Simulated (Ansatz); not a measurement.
# How cost and error scale: wurtzite SiC, size series (36 atoms) repeated, part 2 of 2

How do plane waves and support functions scale when wurtzite SiC, size series (36 atoms) is repeated?

Ansatz 0.2.0; Kohn-Sham DFT, PBE, PAW (set soft_2), plane waves.

The cell: 18 Si and 18 C. The cell is under 6 Å thick along one periodic direction.

So far. Step 4 (Support functions, 36 atoms): The energy lies 24.4 meV/atom above the dense-mesh reference, and 2.0 meV/atom below plane waves of the same size, an offset between the two bases that leaves the sampling error alike. Step 5 (Plane waves, 432 atoms): The energy lies 4.25 meV/atom above the dense-mesh reference.

### Step 6. Support functions, 432 atoms

The repeated cell is solved at Γ in support functions.

This step: Kohn-Sham DFT, PBE, PAW (set soft_2), localised support functions (medium) (Ansatz 0.2.0).

Input file input.yaml:

```yaml
crystal:
  lattice:
    - [9.228, 0.0, 0.0]
    - [-4.614, 7.99168, 0.0]
    - [0.0, 0.0, 5.048]
  atoms:
    [... the 36 atom lines of step 2 ...]
  supercell: [2, 2, 3]
kpoints:
  mp_grid: { grid: [1, 1, 1] }
hamiltonian:
  xc: pbe
scf:
  occupations: { method: fermi_dirac, width: 0.05 }
  eigensolver: { kind: { support_functions: { accuracy: medium } } }
  max_iter: 150
output:
  forces: true
  eigenvalues: true
```

Started as:

```bash
$ ansatz run input.yaml --threads 8 --pin off --max-ram 15872MiB --backend cpu --events-out ev --progress --plain --runs-dir out
```

Numbers of over 12 decimals in the logs are rounded to 6 here.

Output:

```text
[...]
Crystal: 432 atoms, lattice volume = 4467.312 Å³
Basis set: ecut = 420 eV, 87249 PW (Γ), exchange–correlation on 250×250×216 points (8 copies of the dense FFT grid, shifted against one another)
Bands: 1037, of which v1, the nominal top of the filled ones, is band 864 counted from 1 (863 counted from 0)
Symmetry: 1 space group operations
k-points: 1
[...]
Eigensolver: Support functions (medium, 90×90×72 points, laid for a spacing of at most 0.228497 Å, radius 3.441445 Å, 2 species' potentials softened for the grid, 2 wholly corrected for its errors in the mean over positions, 2 with the egg-box correction, energy correction by stochastic trace)
[...]
SCF iter   1: F=—  HF=-191795.655080 eV  |F-HF|=—  |Δ(HF+E_count)|=         —  Δρ=1.38e-1  dr2=1.04e3  ethr=1.00e-1
[...]
SCF iter   8: F=—  HF=-191623.330880 eV  |F-HF|=—  |Δ(HF+E_count)|=   2.01e-2  Δρ=1.67e-5  dr2=7.20e-6  ethr=5.69e-9  κ⁻¹=2.3e-7(r=6)
SCF iter   9: F=-191623.344789 eV  HF=-191623.344789 eV  |F-HF|=1.48e-7  |Δ(HF+E_count)|=   1.39e-2  Δρ=3.82e-6  dr2=3.04e-7  ethr=4.17e-10
SCF 1 converged in 9 iterations: F = -191623.502286 eV  dr2 = 3.04e-7
[...]
SCF converged after 9 iterations
[...]
Free energy (F): -191623.502286 eV
[...]
Internal energy: -191623.502286 eV  (E = F + TS)
E sigma→0 (E₀):  -191623.502286 eV
Fermi energy:    10.772506 eV
[...]
Σ components = -191623.502286   (vs F -191623.502286, Δ=0.00e0)
--- Forces (eV/Å), atoms counted from 1 ---
  atom   1  Si     0.00016251    -0.00013341     0.07890056
  atom   2  C     -0.00033114     0.00002072    -0.07942919
  atom   3  Si    -0.00029656     0.00040175     0.07878420
  atom   4  C     -0.00051461     0.00016812    -0.07931668
  atom   5  Si    -0.00027414     0.00108786     0.07928684
  atom   6  C      0.00003628    -0.00083217    -0.07959861
  [... forces on the other 426 atoms ...]
  max |Σ_I F_I| component: 8.33e-2 eV/Å
--- Band table (eV) ---
[... left out ...]
[...]
```

Elapsed: 3.8 min, on 8 threads of Arm Neoverse V2, shared host; peak memory 9 GiB.

The program repeats the typed cell 2×2×3 times, 432 atoms in all; totals in the log are those of the whole repeated cell, and force differences are taken after averaging over the copies of each atom.

The energy lies 2.45 meV/atom above the dense-mesh reference, and 1.8 meV/atom below plane waves of the same size, an offset between the two bases that leaves the sampling error alike.

### Step 7. Scaling with size

Differences are against the typed cell on a 3×3×5 mesh, which samples like Γ on 1620 atoms (r.m.s. force component 0.0429 eV/Å, gap 2.25 eV). Every repeated cell is solved at Γ, and forces are averaged over the copies of each atom. Hardware: 8 threads of Arm Neoverse V2, shared host.

```
atoms  repeats              basis  Δ force, r.m.s. (meV/Å)  Δ energy (meV/atom)  less plane waves of the same size (meV/atom)  gap (eV)  spread among copies (meV/Å)  SCF cycles     time  host memory (GiB)
   36    1×1×1        plane waves                      336                 26.4                                             -                    2.18                            -           7    0.6 s               0.45
   36    1×1×1  support functions                      336                 24.4                                          -2.0                    2.18                            -           9     13 s                1.3
  432    2×2×3        plane waves                     2.69                 4.25                                             -                    2.24                            0           6     93 s                9.7
  432    2×2×3  support functions                     2.86                 2.45                                          -1.8                    2.24                         0.14           9  3.8 min                9.0
```

### Step 8. The reference in detail

The comparisons rest on this run, so its electronic structure is set out here.

Length of the force by element:

```
element  coordination  atoms  mean length of the force (eV/Å)  spread   least    most
      C           all     18                           0.0744       0  0.0744  0.0744
     Si           all     18                           0.0744       0  0.0744  0.0744
```

Löwdin charges by element (they lack the spilled electrons, 0.039 e an atom on average):

```
element  coordination  atoms  mean charge (e)  spread   least    most
      C           all     18           -0.996       0  -0.996  -0.996
     Si           all     18             1.07       0    1.07    1.07
```

Density of states as counts of states in windows of 1 eV (from the Fermi level), total and the larger projections:

```
from (eV)  to (eV)  total   C p  Si p  Si s  C s
      -18      -17    0.0   0.0   0.0   0.0  0.0
      -17      -16    1.3   0.0   0.2   0.6  0.5
      -16      -15    4.5   0.3   1.1   1.5  1.6
      -15      -14    5.8   0.5   1.6   1.5  2.2
      -14      -13    9.0   0.7   2.5   1.9  3.8
      -13      -12    9.6   0.5   3.1   1.2  4.8
      -12      -11    5.7   0.1   2.1   0.2  3.2
      -11      -10    0.0   0.0   0.0   0.0  0.0
      -10       -9    4.2   2.2   0.8   1.2  0.1
       -9       -8   13.6   6.7   2.1   3.7  1.0
       -8       -7    8.5   4.3   2.0   1.3  1.0
       -7       -6   12.5   6.7   3.6   1.1  1.0
       -6       -5   10.5   6.0   3.1   0.7  0.6
       -5       -4   17.7  11.0   5.1   0.8  0.6
       -4       -3   19.4  13.3   5.1   0.4  0.4
       -3       -2   17.1  12.9   3.5   0.2  0.2
       -2       -1    4.6   4.0   0.5   0.0  0.0
       -1        1    0.0   0.0   0.0   0.0  0.0
        1        2    2.1   0.2   0.9   0.2  0.3
        2        3    8.7   1.3   3.8   0.7  1.3
        3        4   12.8   1.9   5.5   1.2  1.8
        4        5   12.2   1.9   4.8   1.8  1.1
```

The levels nearest the highest filled one (over half full), pooled over k-points and spins:

```
level less the highest filled one (eV)  occupation
                                -0.146           2
                                -0.146           2
                                -0.145           2
                                -0.122           2
                                     0           2
                                     0           2
                                  2.25           0
                                  2.25           0
                                  2.81           0
                                  2.81           0
                                  2.84           0
                                  3.02           0
```

Mean Löwdin charges: C -1.00, Si +1.07 e (they miss 0.99 % of the electrons, so they add up to more than the cell's charge). The largest share in the top eV of filled states is C p (87 % of the projected weight), and in the lowest eV of empty states Si p (56 % of the projected weight).

### Step 9. What came out

```json
{
 "free energy per atom": "-443.5754 eV/atom",
 "density": "3.219 g/cm³",
 "pressure": "3.413 GPa",
 "r.m.s. force component": "0.04293 eV/Å",
 "gap (highest filled to lowest empty level)": "2.25 eV",
 "wall time of the 5 DFT runs": "5.7 min"
}
```

What this shows: Repeating the cell at Γ samples more k-points: in plane waves the energy difference from the dense mesh goes from 26.4 meV/atom at 36 atoms to 4.25 at 432, and the force difference from 336 to 2.7 meV/Å; the gap goes from 2.18 to 2.24 eV. At equal size the support functions lie 1.8 to 2.0 meV/atom below plane waves, likely because their grid holds more waves than 420 eV; no run tests this. At the largest size the support functions' forces differ from the reference by 6.7 % of the r.m.s. force, which holds the difference of sampling between the two as well as that of the basis. Plane waves may use the symmetry of this cell, which the support-function runs switch off.

The highest filled and lowest empty levels differ by 2.25 eV (on the run's k-points); a semilocal functional tends to put such gaps too low.

**Limits.** The pressure of 3.4 GPa means that a free cell would grow at this level.

[Logs are printed without paths, hosts, clocks, repeated set-up lines and the standing remarks that a program may print on its own settings, such as how far it seeks lower states.]

[Hosts, paths, dates, database ids (printed as entryN), source tags and the programs' standing remarks are cut or masked in the printed files.]
